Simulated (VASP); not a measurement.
# W: relaxation of cell and atoms with PBE

W:

```
W
1.0
    -1.58234    1.58234    1.58234
     1.58234   -1.58234    1.58234
     1.58234    1.58234   -1.58234
W
1
Direct
  0.00000 0.00000 0.00000
```

| Property | Result |
| --- | --- |
| Program | VASP 6.6.1 |
| Task | relaxation of cell and atoms |
| Functional | PBE |
| Potentials or basis | VASP PAW PBE potentials, release 64 (W_sv) |
| Cutoff | 520 eV |
| k mesh | 18 × 18 × 18 |
| Occupations | gaussian, width 0.1 eV |
| Spin | no spin polarisation |
| Further INCAR settings | ALGO = Normal; EDIFF = 1e-07; IBRION = 2; EDIFFG = -0.002; NSW = 80; ISIF = 3 |

The relaxed volume is 16.16 Å³/atom and the relaxed cell is a = 2.759 Å, b = 2.759 Å, c = 2.759 Å, α = 109.47°, β = 109.47°, γ = 109.47°. The space group after relaxing (to 0.05 Å) is Im-3m (No. 229) and the energy gained by relaxing is 5.9 meV/atom. The ionic steps are 4, the pressure after relaxing is 0.0 GPa and the band gap on the k mesh is none (metal or under the smearing width).

The path:
```tsv
step	energy change (eV)	largest force (eV/Å)	pressure (GPa)	volume (Å³)
1	0.0000	0.0000	6.23	15.85
2	0.0625	0.0000	-18.01	17.30
3	-0.0059	0.0000	-0.17	16.17
4	-0.0059	0.0000	-0.01	16.16
```

Final structure:
```
W
1.0
    -1.59265    1.59265    1.59265
     1.59265   -1.59265    1.59265
     1.59265    1.59265   -1.59265
W
1
Cartesian
  0.0000 0.0000 0.0000
```

Levels at points of the mesh, in eV from the Fermi level:
```
           k point  band 3  band 4  band 5  band 6  band 7  band 8  band 9  band 10  band 11
(0.00, 0.00, 0.00)  -37.79  -37.79   -9.53   -1.19   -1.19   -1.19    2.22     2.22    14.47
(0.50, 0.00, 0.00)  -38.19  -37.80   -6.15   -3.47    0.61    2.10    3.06     5.99    10.78
(0.50, 0.50, 0.50)  -38.64  -38.64   -5.68   -5.68    5.03    5.03    5.03     8.09     8.09
```

Wall time 33 s on 1 thread of Intel(R) Xeon(R) Platinum 8559C (Emerald Rapids), on a shared host, peak memory 0.16 GiB.

Spin-orbit coupling is left out, which matters for the levels of W. Zero-point motion and thermal expansion aren't in these numbers.
